### Six metals in cobalt's crystal

Each of six metals has taken over every site of hexagonal close-packed (hcp) cobalt, and each crystal has then relaxed to its own size. No cobalt is left, so every row below describes a pure element in the hcp structure. Which metal belongs to which letter, and how far can two numbers per row settle it?

Hcp crystals of six elements, each made by replacing all Co in hcp cobalt (P6_3/mmc, 2 atoms per cell) and relaxing cell and atoms with the symmetry kept. Calculated with Ansatz 0.2.0: PBE, plane-wave PAW, scalar-relativistic, cutoff 420 eV, Gaussian smearing 0.1 eV. Ni was run with collinear spin polarisation; Ca, Mn, Ba and Ir were run without. Candidates: Cd, Ba, Ir, Mn, Ca, Ni.

| row | energy over elements (eV/atom) | volume per atom (Å³) |
| --- | --- | --- |
| A | 0.013 | 63.48 |
| B | 0.077 | 14.56 |
| C | 0.075 | 10.71 |
| D | 0.004 | 42.36 |
| E | 0.028 | 10.91 |
| F | -0.002 | 22.92 |

The volume per atom is the space that one atom takes up in the relaxed crystal. The energy over elements compares that crystal with the same element in its standard structure. It is therefore the price of being hcp instead of the structure that the element normally adopts. For a metal that is hcp anyway, it should be zero.

### What sets the volume

The volume of a metal atom depends on how far out its valence electrons reach and how strongly they bind. Calcium and barium bind mainly through two electrons in a wide outer s shell, which gives large atoms and soft, open metals. Barium's outer shell lies two periods further out than calcium's, so barium should be the largest of the six.

Cadmium also has two outer s electrons, but a filled d shell lies beneath them. The nuclear charge that came with those d electrons is only partly screened, and it draws the s electrons inwards. The filled d shell itself adds little bonding. Cadmium should therefore be much smaller than calcium, yet larger than the metals whose d electrons bind.

In iridium, nickel and manganese the d shell is partly filled, and its electrons pull the atoms close together. Iridium uses 5d orbitals, which reach further out than the 3d orbitals of the other two. It should be the largest of these three. This picture gives the order barium, calcium, cadmium, iridium, with manganese and nickel at the small end.

### A check from density

The order can be tested with data that many engineers know roughly. If a metal fills space in hcp about as well as in its usual crystal, its volume per atom follows from its density:

V = M / (0.602 ρ)

Here V is the volume per atom in Å³, M the molar mass in g/mol and ρ the density in g/cm³. The factor 0.602 is Avogadro's number expressed in these units. For cadmium, with a rough molar mass of 110 and a density of 8.7, the result is 110 / (0.602 × 8.7) = 21.0 Å³.

Row F, at 22.92 Å³, is the only row near this value. The estimate falls about 8 % short, but the neighbouring rows are much further away: D is 1.8 times as large as F, and F is 1.6 times as large as B. An error of this size cannot change the assignment. F is cadmium.

The same estimate places barium at A and calcium at D, each within about 5 %. For iridium it gives 13.7 Å³, close to row B. Were iridium C or E instead, its atoms would be about a fifth smaller than its density implies. The assignments of A, B, D and F are sure.

### Where volume fails

Rows C and E remain, for manganese and nickel. Their volumes differ by only 2 %, which is less than the errors already met in the density estimate. Density makes manganese the larger atom, at about 12.3 Å³ against 11.0 Å³ for nickel. Taken at its word, it would make E manganese and C nickel.

That order deserves little trust. Both estimates lie above both computed volumes, so exchanging the two names leaves the summed error unchanged, at 1.7 Å³. Volume has narrowed the choice to two names and can go no further.

### What the energy adds

Here the energy helps, because row B is already known to be iridium. Iridium and nickel both normally crystallise in the face-centred cubic structure. That structure and hcp are built from the same close-packed layers, with twelve nearest neighbours around each atom, and differ only in how the layers are stacked. For both metals, the energy column is thus the price of the same change in stacking.

Restacking the layers mainly changes how the d states are spread over energy. If every d state were occupied, this spread would hardly matter, because the total would depend only on the average. Nickel's d band is nearly full, so its price should be low. Iridium has one valence electron fewer and a wider d band, so its price should be higher.

Row B costs 0.077 eV per atom. Row C costs almost the same, at 0.075 eV, while row E costs 0.028 eV, little more than a third of iridium's price. Nickel therefore fits E better, which leaves C for manganese. This is a likely assignment and not a sure one, since it rests on a single comparison and on an argument that gives a tendency, not a rule: the price of restacking can rise and fall as the d band fills.

Nor does the argument predict manganese's own value. Its standard structure is a complicated cubic crystal with several kinds of site, and no simple rule gives the price of replacing it with hcp. A cost of 0.075 eV is plausible for such a change, but it does not identify the metal.

### The labels

The rows with their labels:

| element | energy over elements (eV/atom) | volume per atom (Å³) | Z |
| --- | --- | --- | --- |
| Ca | 0.004 | 42.36 | 20 |
| Mn | 0.075 | 10.71 | 25 |
| Ni | 0.028 | 10.91 | 28 |
| Cd | -0.002 | 22.92 | 48 |
| Ba | 0.013 | 63.48 | 56 |
| Ir | 0.077 | 14.56 | 77 |

All six assignments hold, including the uncertain pair. Sorting by density alone would have exchanged manganese and nickel. The program output after this text lists the density estimates for all six rows and the differences used in the reasoning.

Manganese is the row that the density estimate misses most, by 15 % of the computed volume. One possible reason is magnetism. The calculation for hcp manganese was run without spin polarisation, so its electrons were forced to pair. With a d band near half filling, paired electrons mostly occupy bonding states, which draw the atoms together. Magnetic moments move some of them into antibonding states and make the crystal expand.

The measured density belongs to real manganese, whose atoms do carry moments. It also belongs to a different crystal structure. The PBE functional is a third possible cause, since it is expected to make manganese too dense even when magnetic moments are included. These data cannot separate the three effects. Nickel was treated differently: its run allowed spin polarisation and gave a ferromagnet with 0.62 Bohr magnetons per atom. The close agreement between the volumes of manganese and nickel therefore compares a nonmagnetic metal with a magnetic one.

### What the energy does not measure

The energy column is easily misread as a measure of how well a metal fits into cobalt. Barium shows why this is wrong. Its crystal takes up nearly six times the volume per atom of the original cobalt, yet its energy is only 0.013 eV per atom. Manganese keeps cobalt's volume to within about 1 % and costs several times more.

The reason is that each crystal was free to relax and contains only one element. Barium atoms never had to squeeze in among cobalt atoms, so no misfit appears in the energy. An engineer choosing an alloying addition for cobalt would need a calculation in which both elements are present.

The smallest energies also call for restraint. Cadmium is hcp by nature, so its −0.002 eV is a zero with a small numerical error, not a gain in stability. Calcium's 0.004 eV is only twice the size of that error, so it says little more than that calcium's two structures lie close in energy. These two metals were told apart by volume alone.

The open question is manganese. A spin-polarised calculation of the hcp crystal, started from several magnetic arrangements, would show whether its volume grows towards the density estimate. Its energy needs the same care: the spin treatment of the reference crystal is not reported, so the error in the 0.075 eV could have either sign. The same gap touches nickel's 0.028 eV, which is a pure price of restacking only if its reference crystal was magnetic too. Until hcp manganese and its reference have both been computed with spin polarisation, the cost of hcp manganese remains provisional.

The analysis program printed:

```
Volume from recalled density against computed volume:
  row  estimate (Å³/atom)  computed (Å³/atom)  estimate less computed (%)
   Ca                44.3               42.36                       4.572
   Mn               12.35               10.71                       15.28
   Ni               11.01               10.91                      0.9348
   Cd                  21               22.92                      -8.365
   Ba               66.45               63.48                       4.671
   Ir               13.72               14.56                      -5.753
Volume ratio Ba to Ca: 1.499
Volume ratio Ca to Cd: 1.848
Volume ratio Cd to Ir: 1.574
Volume ratio Ir to Ni: 1.335
Volume of Ni above that of Mn (%): 1.867
Summed miss of the estimate with Mn and Ni assigned rightly (Å³/atom): 1.738
Summed miss of the estimate with Mn and Ni exchanged (Å³/atom): 1.738
Energy of Mn less that of Ni (eV/atom): 0.047
Energy ratio Mn to Ni: 2.679
Energy ratio Ir to Ni: 2.75
Energy of Ir less that of Mn (eV/atom): 0.002
Energy of Ca less that of Cd (eV/atom): 0.006
Volume ratio Ba to parent Co: 5.852
Volume of Mn against parent Co (%): -1.272
Volume of Ni against parent Co (%): 0.5718
Magnetic moment of hcp Ni (Bohr magnetons per atom): 0.6234
Smearing correction to the energy of hcp Ca (eV/atom): 0.002555
Smearing correction to the energy of hcp Ni (eV/atom): 0.005595
```
